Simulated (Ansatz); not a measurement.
# V2O3: the cost of one run

Method: DFT r²SCAN, scalar-relativistic, plane waves, PAW (the target; the first runs use scalar-relativistic PBE), in Ansatz 0.2.0.

## Step 1: Starting point

It takes space group R-3c (No. 167, trigonal). Conventional cell: a = 4.942 Å, b = 4.942 Å, c = 14.016 Å, α = 90.00°, β = 90.00°, γ = 120.00°. Around V (site symmetry 3) lie 6 O at 1.95 to 2.08 Å. Around O (site symmetry 2) lie 4 V at 1.95 to 2.08 Å.

Structure file:

```
CELL_PARAMETERS angstrom
2.47120 1.42675 4.67203
-2.47120 1.42675 4.67203
0.00000 -2.85350 4.67203
ATOMIC_POSITIONS crystal
V 0.34670 0.34670 0.34670
V 0.15330 0.15330 0.15330
V 0.65330 0.65330 0.65330
V 0.84670 0.84670 0.84670
O 0.56980 0.93020 0.25000
O 0.25000 0.56980 0.93020
O 0.93020 0.25000 0.56980
O 0.43020 0.06980 0.75000
O 0.75000 0.43020 0.06980
O 0.06980 0.75000 0.43020
```

Starting moments: V 2.00 μB.

## Step 2: Relaxing cell and atoms (PBE, 6×6×6 mesh)

input.yaml

```yaml
crystal:
  lattice:
    - [2.4712, 1.4267479852, 4.6720333333]
    - [-2.4712, 1.4267479852, 4.6720333333]
    - [0.0, -2.8534959704, 4.6720333333]
  atoms:
    - { symbol: V, position: [0.3467, 0.3467, 0.3467], spin: 2.0 }
    - { symbol: V, position: [0.1533, 0.1533, 0.1533], spin: 2.0 }
    - { symbol: V, position: [0.6533, 0.6533, 0.6533], spin: 2.0 }
    - { symbol: V, position: [0.8467, 0.8467, 0.8467], spin: 2.0 }
    - { symbol: O, position: [0.5698, 0.9302, 0.25] }
    - { symbol: O, position: [0.25, 0.5698, 0.9302] }
    - { symbol: O, position: [0.9302, 0.25, 0.5698] }
    - { symbol: O, position: [0.4302, 0.0698, 0.75] }
    - { symbol: O, position: [0.75, 0.4302, 0.0698] }
    - { symbol: O, position: [0.0698, 0.75, 0.4302] }
basis:
  ecutwfc: 420
  ecutrho_ratio: 4
kpoints:
  mp_grid: { grid: [6, 6, 6] }
hamiltonian:
  xc: pbe
scf:
  occupations: { method: gaussian, width: 0.05 }
output:
  forces: true
  stress: true
  eigenvalues: true
  populations: true
magnetization:
  spin_polarized: true
relax:
  f_tol: 0.03
  max_steps: 60
  cell: { stress_tol: 0.3 }
```

Launch:

```bash
ansatz run input.yaml --threads 4 --pin off --max-ram 10240MiB --backend cpu --events-out ev --progress --plain --runs-dir out
```

What time and memory should one allow on 4 threads of Intel Xeon at 2.50GHz (Skylake/Cascade Lake), shared host?

About 1.7 min, with a peak of 0.71 GiB.
